## Question

The table gives the Kohn–Sham gap of one crystal, hexagonal CdS, with five density functionals. The atoms sit at the same places in every row.

Kohn–Sham gaps of hexagonal CdS (P6_3mc, 4-atom cell, same geometry in every row), from plane-wave DFT with PAW potentials (set soft_2) in Ansatz 0.2.0. All runs are without spin polarisation or dispersion correction, with fixed occupations and an unshifted 6×6×4 k mesh. The gap runs from the highest filled to the lowest empty level on that mesh.

```
functional  wave cutoff  density cutoff  gap on mesh (eV)
       LDA       420 eV         1680 eV             0.910
       PBE       420 eV         1680 eV             1.196
    PBEsol       420 eV         1680 eV             1.055
      RPBE       420 eV         1680 eV             1.382
    r2SCAN       500 eV         2000 eV             1.657
```

(a) Put the functionals in order of gap and explain the order of the first four.
(b) PBE and RPBE treat weakly varying densities alike. Estimate RPBE's gap from those of LDA and PBE, and judge the estimate.
(c) Why may r2SCAN not simply be counted as a fifth step of the same kind?
(d) CdS serves as a window layer in thin-film solar cells, where it should let most visible light through. What would these gaps imply if they were read as absorption edges?

## Model answer

**(a)** The gap grows in the order LDA, PBEsol, PBE, RPBE, r2SCAN, from 0.91 to 1.66 eV. Since the crystal is the same throughout, no change of bond length takes part. LDA takes the exchange energy at each point from the density there alone. The next three functionals also use the density's gradient and give extra exchange energy to uneven density, PBEsol the least and RPBE the most.

An energy that rewards uneven density also changes the potential that the electrons feel. The extra exchange by itself favours moving electrons from thin regions to dense ones. On the whole, the potential is therefore raised in the thin regions between the atoms relative to the dense ones around them.

For weak gradients little of this survives. The gradient correction to correlation works the other way, and in PBE and RPBE the two leading terms cancel by construction; in PBEsol the correlation term is even somewhat the larger of the two. The wider gaps are therefore expected to come from stronger gradients, where the extra exchange outgrows the correction to correlation. There RPBE gives more extra exchange than PBE, and PBE more than PBEsol.

The two band edges sample different parts of this landscape. The top of the valence band is mainly S 3p and is concentrated around sulfur. The bottom of the conduction band is largely Cd 5s with some S s character, and it spreads widely through the space between the atoms. A stronger gradient correction should therefore raise the conduction edge more than the valence edge and widen the gap.

The computed band edges can be set beside this picture. From LDA to RPBE the lower edge rises by 0.40 eV and the upper edge by 0.87 eV. These energies are not measured from vacuum, so a common shift of both has no clear meaning, but the difference between the two rises is exactly the gain in gap. The edges thus agree with the explanation, but they do not test it beyond what the gaps already show. The same reasoning suggests a similar order, at a fixed geometry, for other semiconductors with a compact anion valence edge and a spread-out, s-like conduction edge.

**(b)** Suppose that the gain in gap over LDA is proportional to the extra exchange, taken at one typical value of the reduced gradient s. This s measures how fast the density changes over the local electron wavelength. As a fraction of the LDA exchange, the extra part is

- PBE: μs²/(1 + μs²/κ)
- RPBE: κ[1 − exp(−μs²/κ)]

with μ ≈ 0.22 and κ ≈ 0.80 in both. For small s both reduce to μs², which is why the two functionals agree for weakly varying densities.

At s = 1 the extra exchange is about 0.17 for PBE and 0.19 for RPBE, a ratio of 1.11. PBE gains 0.286 eV over LDA, so RPBE should gain 1.11 × 0.286 ≈ 0.32 eV, which puts its gap at about 1.23 eV. The computed gap is 1.38 eV, a gain of 0.47 eV. The estimate gets the direction right but gives only about two thirds of the gain.

The excess of RPBE over PBE is still informative. The two differ only in exchange, and only where s is no longer small. The step of 0.19 eV between them therefore comes from regions of moderate or large reduced gradient, together with the small rearrangement of the electrons that follows.

**(c)** r2SCAN also uses the kinetic-energy density of the occupied orbitals. This lets it tell a covalent bond from a metal-like region or a weak overlap, even where density and gradient are the same. Its potential then acts differently on different orbitals, whereas in the other four rows all orbitals feel the same exchange–correlation potential.

This changes what the gap contains. The true gap exceeds the Kohn–Sham gap of the exact common potential by the derivative discontinuity, the jump of that potential when an electron is added. An orbital-dependent potential can carry part of this jump in its band energies. Theory thus gives r2SCAN a second reason for a larger gap, besides its different exchange.

**(d)** A gap of 0.91 eV, as in LDA, corresponds to absorption from about 1360 nm downwards, in the near infrared. The r2SCAN gap moves this edge to about 750 nm, the red end of the visible range. Read literally, every row would let CdS absorb practically all visible light and make it a poor window. The measured gap is roughly 2.5 eV (a recalled value), which puts the edge near 500 nm and agrees with the yellow colour of the material.

## Remarks on the reasoning

In (b), the estimate probably fails in size for two reasons. First, it leaves out the gradient correction to correlation, which PBE and RPBE share. This correction works against the one to exchange, so it reduces the gain from LDA to PBE but plays no direct part in the step from PBE to RPBE. Second, the estimate uses an energy, while the gap responds to a potential. The potential depends on how steeply the extra exchange rises with s, and at moderate gradients RPBE and PBE differ more in steepness than in height. A larger s does not rescue the estimate. As the output below shows, going to s = 2 lifts the RPBE ratio only to 1.27, against 1.65 for the gap gains, and worsens PBEsol, whose gain is already overestimated at s = 1. PBEsol weakens the gradient correction to correlation less than the one to exchange, so correlation is expected to cancel a larger share of its gain.

In (c), a careful answer notes that r2SCAN was run with higher cutoffs. No test of their effect is at hand, but its lead of 0.28 eV over RPBE is large for such a cause. The energy terms also suggest that atomic core data made for PBE were reused in the other rows, and the effect of this on the gaps is untested.

In (d), the shortfall against experiment should not be put down to missing spin–orbit coupling or zero-point motion, since both would lower the computed gaps further. The missing discontinuity is one standard cause. Another is that functionals of this kind place the Cd 4d levels too high, so that they push the S 3p valence edge upwards.

All gaps are read on the k mesh, which can miss the band edges. Here the mesh contains the zone centre, where hexagonal CdS has its direct gap, so this should not matter.

The table leaves open how much of r2SCAN's lead is discontinuity and how much comes from its different exchange and correlation. Computing the r2SCAN gap again with one common potential for all orbitals would separate the two.

Numerical output:

```
Gap step from LDA to PBEsol (eV): 0.145
Gap step from PBEsol to PBE (eV): 0.141
Gap step from PBE to RPBE (eV): 0.186
Gap step from RPBE to r2SCAN (eV): 0.275
Gap gain of r2SCAN over PBE (eV): 0.461
Ratio of the r2SCAN gap to the LDA gap: 1.821
Shifts against LDA in eV:
     row  gap gain  lower edge shift  upper edge shift
     LDA         0                 0                 0
     PBE     0.286            0.2814            0.5667
  PBEsol     0.145            0.1759            0.3208
    RPBE     0.472            0.4015            0.8732
  r2SCAN     0.747           0.01244            0.7596
Lower edge of r2SCAN less that of RPBE (eV): -0.3891
Upper edge of r2SCAN less that of RPBE (eV): -0.1137
PBEsol to PBE ratio of extra exchange at reduced gradient 1: 0.6209
PBEsol to PBE ratio of extra exchange at reduced gradient 2: 0.7291
PBEsol to PBE ratio of gap gains over LDA: 0.507
RPBE to PBE ratio of extra exchange at reduced gradient 1: 1.114
RPBE to PBE ratio of extra exchange at reduced gradient 2: 1.273
RPBE to PBE ratio of gap gains over LDA: 1.65
Gaps against a rough recalled 2.5 eV:
     row  shortfall in eV  absorption edge in nm
     LDA             1.59                   1363
     PBE            1.304                   1037
  PBEsol            1.445                   1175
    RPBE            1.118                  897.3
  r2SCAN            0.843                  748.3
Absorption edge for a gap of 2.5 eV (nm): 496
```
